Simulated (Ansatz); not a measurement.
**Ag: start and end of a relaxation**

The cell of Ag is invented: one element on all sites of the Co type (P-3m1, No. 164). Its size is a rough estimate.

start.xyz

```xyz
2
Lattice="2.9075 0.0000 0.0000 -1.4538 2.5180 0.0000 0.0000 0.0000 4.7496" Properties=species:S:1:pos:R:3 pbc="T T T"
Ag    1.4538    0.8393    1.2342
Ag    0.0000    1.6787    3.5154
```

Theory: DFT PBE, scalar-relativistic, plane waves, PAW in Ansatz. Cutoff 420 eV, Gaussian smearing, Γ-centred meshes. Cell and atoms relax first on a coarse mesh and then on a finer one. In between, the cell is made exact in the group found at 0.06 Å. In metals the finer mesh still leaves noise of several meV/atom or more. The steps can't lower the symmetry of their start. No spin polarisation.

end.xyz

```xyz
2
Lattice="2.9296 0.0000 0.0000 -1.4648 2.5371 0.0000 0.0000 0.0000 4.8097" Properties=species:S:1:pos:R:3 pbc="T T T"
Ag    1.4648    0.8457    1.2024
Ag    0.0000    1.6914    3.6073
```

The symmetry goes from P-3m1 (No. 164) to P6_3/mmc (No. 194). The end has the hcp type. The volume per atom grows by 2.8 %, from 17.4 to 17.9 Å³. The shortest distance goes from 2.83 Å (Ag–Ag) to 2.93 Å (Ag–Ag).

- Volume per atom: 17.87 Å³
- Density: 10.02 g/cm³
- Energy over the standard state: 0.00 eV/atom
- Gap on the 24×24×12 mesh of the 2-atom cell: 0 eV (a metal)

Energies count from the standard state of Ag at the same level. It is level with the standard state within the noise.

The last run used Gaussian smearing of 0.10 eV. The k mesh leaves some 4 meV/atom of noise in the energy of each metallic cell. A structure relaxed within its symmetry needn't be a true minimum. In all, the 3 runs took 76 s on 1 thread of Arm Neoverse V2 (shared host).
